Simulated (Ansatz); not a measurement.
NaBr (rock salt)

```xyz
2
Lattice="0.0000 2.9738 2.9738 2.9738 0.0000 2.9738 2.9738 2.9738 0.0000" Properties=species:S:1:pos:R:3 pbc="T T T"
Br     0.0000     0.0000     0.0000
Na     2.9738     2.9738     2.9738
```

The slice is a {100} plane (indices of the conventional cell) through the point (0.000, 0.000, 0.000) (fractional), spanned by u = [100] and v = [0 1 -1] in vectors of this cell: u (4.21 Å) and v (4.21 Å, at 90° to u). It covers one period; positions are fractions (u, v).

These are r2SCAN (plane waves to 500 eV, PAW, scalar-relativistic; Ansatz, an electronic-structure program) values and carry that method's errors. k mesh 10×10×10. Inside the PAW spheres the values are not all-electron values, and peaks at nuclei hang on which shells count as valence. NaBr was relaxed with its symmetry unable to fall.

Problem. What is the valence density on the shortest Br–Na line in this plane (2.97 Å), at its minimum between the atoms?

Solution. 0.07 e/Å³.

Problem. What is the ELF at the density minimum of the shortest Br–Na line in this plane (2.97 Å)?

Solution. 0.0.

Problem. Sketch the electron localisation function (ELF) on this plane as a map.

Solution. 
| v \ u | 0.00 | 0.12 | 0.25 | 0.38 | 0.50 | 0.62 | 0.75 | 0.88 |
|---|---|---|---|---|---|---|---|---|
| 0.88 | 0.47 | 0.85 | 0.83 | 0.39 | 0.02 | 0.39 | 0.83 | 0.85 |
| 0.75 | 0.86 | 0.83 | 0.56 | 0.01 | 0.02 | 0.01 | 0.56 | 0.83 |
| 0.62 | 0.51 | 0.39 | 0.01 | 0.47 | 0.62 | 0.47 | 0.01 | 0.39 |
| 0.50 | 0.03 | 0.02 | 0.02 | 0.62 | x | 0.62 | 0.02 | 0.02 |
| 0.38 | 0.51 | 0.39 | 0.01 | 0.47 | 0.62 | 0.47 | 0.01 | 0.39 |
| 0.25 | 0.86 | 0.83 | 0.56 | 0.01 | 0.02 | 0.01 | 0.56 | 0.83 |
| 0.12 | 0.47 | 0.85 | 0.83 | 0.39 | 0.02 | 0.39 | 0.83 | 0.85 |
| 0.00 | x | 0.47 | 0.86 | 0.51 | 0.03 | 0.51 | 0.86 | 0.47 |

Values: electron localisation function (ELF). Points within 0.5 Å of a nucleus are blanked (x), as the pseudised field means little there.
